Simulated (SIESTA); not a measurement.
The system is TiCo.

```xyz
2
Lattice="2.9861 0.0000 0.0000 0.0000 2.9861 0.0000 0.0000 0.0000 2.9861" Properties=species:S:1:pos:R:3 pbc="T T T"
Co    1.4931    1.4931    1.4931
Ti    0.0000    0.0000    0.0000
```

The cell comes from a database or a generator and needn't be the stable form of this composition.

| Quantity | Value |
| --- | --- |
| Program | SIESTA 5.4.2 |
| Task | single point |
| Functional | PBE |
| Potentials or basis | PseudoDojo 0.4 standard (PBE files) |
| Basis | DZP (energy shift 0.003 Ry; two zetas on semicore shells) |
| Grid cutoff | 800 Ry |
| Energy shift | 0.003 Ry |
| k mesh | 9 × 9 × 9 |
| Occupations | fermi-dirac, width 0.05 eV |
| Spin | collinear spin, ferromagnetic start |
| Starting moments | [2.0, 1.0] μB |

On this cell: pressure -1.5 GPa; largest force zero by symmetry; net moment 0.81 μB per cell; site moments Co +0.91; Ti -0.11 μB; band gap on the k mesh none (metal or under the smearing width).

The same run follows on a disturbed copy (atoms moved at random, drawn with an rms of 0.05 Å):

```
Co Ti
1.0
     2.98611    0.00000    0.00000
     0.00000    2.98611    0.00000
     0.00000    0.00000    2.98611
Co Ti
1 1
Direct
  0.50552 0.50227 0.49660
  0.00479 0.99145 0.99640
```

Question: What does the disturbed cell give?

Answer: The energy (extrapolated to zero smearing) moves by +1.4 meV/atom; pressure -1.6 GPa; largest force 0.167 eV/Å; net moment 0.81 μB per cell; site moments Co +0.91; Ti -0.10 μB; band gap on the k mesh none (metal or under the smearing width).

Forces on the atoms (eV/Å):
```
Co  -0.012 -0.167 -0.003
Ti   0.013  0.167  0.002
```

Caveats: short orbitals over semicore shells can move pressures by several GPa; the basis of atomic orbitals isn't converged, which shifts pressures, moduli and gaps.
